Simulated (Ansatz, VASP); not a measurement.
## PtSe2 in VASP and in Ansatz

```xyz
3
Lattice="3.7240 0.0000 0.0000 -1.8620 3.2251 0.0000 0.0000 0.0000 5.0620" Properties=species:S:1:pos:R:3 pbc="T T T"
Pt    0.0000    0.0000    0.0000
Se    0.0000    2.1501    1.2655
Se    1.8620    1.0750    3.7965
```

Alike in both runs: task single point; functional PBEsol; k mesh 6 × 6 × 4; occupations gaussian, width 0.1 eV; no spin polarisation.

```csv
,VASP,Ansatz
version,VASP 6.6.1,Ansatz 0.2.0
potentials or method,"VASP PAW PBE potentials, release 64 (Pt, Se)","scalar-relativistic, plane waves, PAW"
plane-wave cutoff (eV),520,420
valence electrons in the cell,22,50
```

|  | VASP | Ansatz | Ansatz less VASP |
| --- | --- | --- | --- |
| gap on the k mesh at the Fermi level (eV) | none | none | - |
| pressure (GPa) | 2.2 | 2.1 | -0.10 |
| largest component of the traceless stress (GPa) | 0.99 | 0.96 | -0.037 |
| rms of the force components (eV/Å) | 0.163 | 0.154 | -0.0089 |

Atom by atom the forces differ by 0.009 eV/Å (rms over components). A gap of «none» marks a metal or a gap that the smearing closes. With one functional, cell and mesh, what is left measures potentials, basis and numerics. The two sets of potentials don't hold the same shells in valence.

Caveats: the PAW data sets were made with another functional, which shifts forces and pressure a little (VASP). The runs have no spin-orbit coupling, so splittings on Pt are missing.
